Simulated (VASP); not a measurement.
Here is a VASP 6.6.1 calculation.

INCAR

```
SYSTEM = F
PREC = Accurate
ENCUT = 520
EDIFF = 1E-6
ISMEAR = 0
SIGMA = 0.01
LREAL = .FALSE.
LASPH = .TRUE.
NELM = 100
ALGO = Normal
ISIF = 2
LWAVE = .FALSE.
LCHARG = .TRUE.
GGA = PE
LELF = .TRUE.
LVHAR = .TRUE.
NBANDS = 22
```

KPOINTS

```
regular mesh
0
G
  4 4 2
  0 0 0
```

The input POSCAR:

```
F
1.0
    3.5401180000     -2.0919010000      0.0000000000
    3.5401180000      2.0919010000      0.0000000000
    0.0000000000      0.0000000000      6.3757260000
F
4
Direct
    0.9125420000      0.0874580000      0.0960130000
    0.6324580000      0.4125420000      0.5960130000
    0.4125420000      0.5874580000      0.4039870000
    0.0874580000      0.9125420000      0.9039870000
```

Potentials or basis: VASP PAW PBE potentials, release 64 (F).

Command:

```sh
$ cat potpaw_PBE.64/F/POTCAR > POTCAR
$ mpirun -np 1 vasp_std > vasp.out
```

Q: Estimate the largest force.

A: 1.585 eV/Å.

Q: What does it give for the pressure?

A: -1.8 GPa.

Forces on the atoms (eV/Å):
```
F   -0.005  0.004  0.023
F   -0.185  0.873 -1.310
F    0.183 -0.872  1.311
F    0.007 -0.005 -0.024
```

Caveat: the k mesh is coarse (spacing up to 0.49 Å⁻¹), so the values aren't converged; forces of over 1 eV/Å show positions far from the minimum, so gaps and moduli don't describe the material at rest.
